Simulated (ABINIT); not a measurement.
Input of an ABINIT 10.8.3 (patched build) run:

Contents of run.abi:

```
# Pseudopotentials
pp_dirpath "./"
pseudos "Hg.LDA_PW-JTH.xml, Te.LDA_PW-JTH.xml"

# Structure
acell 3*1.0 Angstrom
rprim
     0.0000000000     3.2277432700     3.2277432700
     3.2277432700     0.0000000000     3.2277432700
     3.2277432700     3.2277432700     0.0000000000
ntypat 2
znucl 80 52
natom 2
typat 1 2
xred
     0.0000000000     0.0000000000     0.0000000000
     0.7500000000     0.7500000000     0.7500000000
chkprim 0
chksymtnons 0
tolsym 1.0e-6

# Plane-wave basis
ecut 19.0
pawecutdg 38.0

# k points
kptopt 1
ngkpt 5 5 5
nshiftk 1
shiftk 0.0 0.0 0.0

# Exchange and correlation
ixc 7

# Bands and occupations
nband 13
occopt 3
tsmear 0.00183747

# SCF cycle
nstep 100
tolvrs 1.0e-9

# Output
iomode 3
prtwf 0
prtden 0
prteig 0
prtebands 0
enunit 2
prtvol 2
```

Potentials or basis: JTH PAW LDA v2.0.

Command:

```bash
$ mpirun --bind-to none -np 4 abinit run.abi > log 2>&1
```

**Question.** Predict the pressure.

**Answer.** -0.1 GPa.

**Question.** Estimate the band gap on the k mesh.

**Answer.** None (metal or under the smearing width).

Spin-orbit coupling is left out, which matters for the levels of Hg, Te.
